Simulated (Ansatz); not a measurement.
# MgSe: how the settings move a relaxation

Aim: see which settings change the result for MgSe, by how much, and at what cost.

The COD entry's cell or inner coordinates are ideal or old and differ from later refinements, so a difference from it is no clean test against experiment.

Computed with Ansatz 0.2.0 (reference: DFT, PBEsol, PAW with Ansatz's default frozen-core files, scalar-relativistic; relaxation of cell and atoms, unless a step's input says otherwise).

## Step 1: Starting point

The structure is cubic, space group Fm-3m (No. 225). The conventional cell has a = 5.451 Å, b = 5.451 Å, c = 5.451 Å, α = 90.00°, β = 90.00°, γ = 90.00°. Mg (site symmetry m-3m) has 6 Se at 2.73 Å as nearest neighbours. Se (site symmetry m-3m) has 6 Mg at 2.73 Å as nearest neighbours.

As a file:

```
CELL_PARAMETERS angstrom
0.00000 2.72550 2.72550
2.72550 0.00000 2.72550
2.72550 2.72550 0.00000
ATOMIC_POSITIONS crystal
Mg 0.00000 0.00000 0.00000
Se 0.50000 0.50000 0.50000
```

## Step 2: Baseline

input.yaml

```yaml
crystal:
  lattice:
    - [0.0, 2.7255, 2.7255]
    - [2.7255, 0.0, 2.7255]
    - [2.7255, 2.7255, 0.0]
  atoms:
    - { symbol: Mg, position: [0.0, 0.0, 0.0] }
    - { symbol: Se, position: [0.5, 0.5, 0.5] }
kpoints:
  mp_grid: { grid: [10, 10, 10] }
scf:
  occupations: { method: fermi_dirac, width: 0.05 }
hamiltonian:
  xc: pbesol
  pseudopotentials: { kind: paw }
relax:
  f_tol: 0.002
  max_steps: 80
  cell: {}
output:
  forces: true
  stress: true
  write_density: true
  write_potential: true
  elf: true
  volumetric_format: npy
```

The run is started by

```console
> ansatz run input.yaml --threads 1 --pin off --max-ram 3072MiB --backend cpu --events-out ev --progress --plain --runs-dir out
```

## Step 3: A further run, with the input changed

input.yaml: that of step 2 with these lines changed.

```diff
@@ -9,5 +9,5 @@
 kpoints:
-  mp_grid: { grid: [10, 10, 10] }
+  mp_grid: { grid: [5, 5, 5] }
 scf:
-  occupations: { method: fermi_dirac, width: 0.05 }
+  occupations: { method: fixed }
 hamiltonian:
```

(Steps that only read results are left out.)

Q: Predict the outcome of this session. Wanted: for each run, ending; energy change; pressure; gap; force.

**Answer**, as computed:

| run | ending | energy change | pressure (GPa) | gap (eV) | force (eV/Å) | cycles | time |
| --- | --- | --- | --- | --- | --- | --- | --- |
| reference | converged | 0 | 0.0 | 1.78 | 0.00 | 10 | 3.9 s |
| 1: mp_grid.grid [5, 5, 5], occupations.method fixed | converged | +9.9 meV/atom (σ→0) | 0.0 | 2.17 | 0.00 | 14 | 1.7 s |

**Reading.** Changing the k-point mesh and smearing moves the energy by +9.9 meV/atom (σ→0 values), and the gap on the mesh goes from 1.78 to 2.17 eV and the final volume goes from 40.49 to 40.55 Å³. More than one kind of setting changed, and this run alone doesn't tell their shares apart. A gap read on a mesh depends on which points the mesh holds, and a coarse mesh shifts the density too. Cost: 14 SCF cycles against 10, 1.7 s against 3.9 s.

The gaps are Kohn-Sham values of a semilocal functional, not quasiparticle or optical gaps. Such gaps usually fall short of the measured ones.
